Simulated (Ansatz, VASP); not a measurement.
**Two plane-wave programs on Ba**

INCAR

```
SYSTEM = Ba
ALGO     = Normal         ! electronic algorithm
EDIFF    = 1E-6           ! SCF threshold, eV
ENCUT    = 520            ! plane-wave cutoff, eV
GGA      = PS             ! functional
ISIF     = 2              ! what is computed and relaxed
ISMEAR   = 0              ! smearing method
LASPH    = .True.         ! aspherical terms in the spheres
LCHARG   = .True.         ! write CHGCAR
LELF     = .True.         ! ELF
LREAL    = .False.        ! projectors in reciprocal space
LVHAR    = .True.       
LWAVE    = .False.        ! write WAVECAR
NBANDS   = 11             ! bands
NELM     = 100            ! most SCF steps
PREC     = Accurate       ! precision mode
SIGMA    = 0.15           ! smearing width, eV
```

The input KPOINTS:

```
k-points
0
Gamma
  14 14 14
  0 0 0
```

The input POSCAR:

```
Ba
1.0
    4.1459926301      1.0364981575      1.0364981575
    1.0364981575      4.1459926301      1.0364981575
    1.0364981575      1.0364981575      4.1459926301
Ba
1
Direct
    0.0000000000      0.0000000000      0.0000000000
```

Input for Ansatz:

```yaml
crystal:
  lattice:
    - [4.1459926301, 1.0364981575, 1.0364981575]
    - [1.0364981575, 4.1459926301, 1.0364981575]
    - [1.0364981575, 1.0364981575, 4.1459926301]
  atoms:
    - { symbol: Ba, position: [0.0, 0.0, 0.0] }
basis:
  ecutwfc: 420
kpoints:
  mp_grid: { grid: [14, 14, 14] }
hamiltonian:
  xc: pbesol
scf:
  occupations: { method: gaussian, width: 0.15 }
output:
  forces: true
  stress: true
  eigenvalues: true
```

Alike in both runs: task single point; functional PBEsol; k mesh 14 × 14 × 14; occupations gaussian, width 0.15 eV; no spin polarisation.

|  | VASP | Ansatz |
| --- | --- | --- |
| version | VASP 6.6.1 | Ansatz 0.2.0 |
| potentials or method | VASP PAW PBE potentials, release 64 (Ba_sv) | scalar-relativistic, plane waves, PAW |
| plane-wave cutoff (eV) | 520 | 420 |
| valence electrons in the cell | 10 | 10 |

```csv
,VASP,Ansatz,Ansatz less VASP
gap on the k mesh at the Fermi level (eV),none,none,-
pressure (GPa),-0.2,-0.2,-0.07
```

A gap of «none» marks a metal or a gap that the smearing closes. With one functional, cell and mesh, what is left measures potentials, basis and numerics.

Caveats: the PAW data sets were made with another functional, which shifts forces and pressure a little (VASP). Spin-orbit coupling is left out, which matters for the levels of Ba.
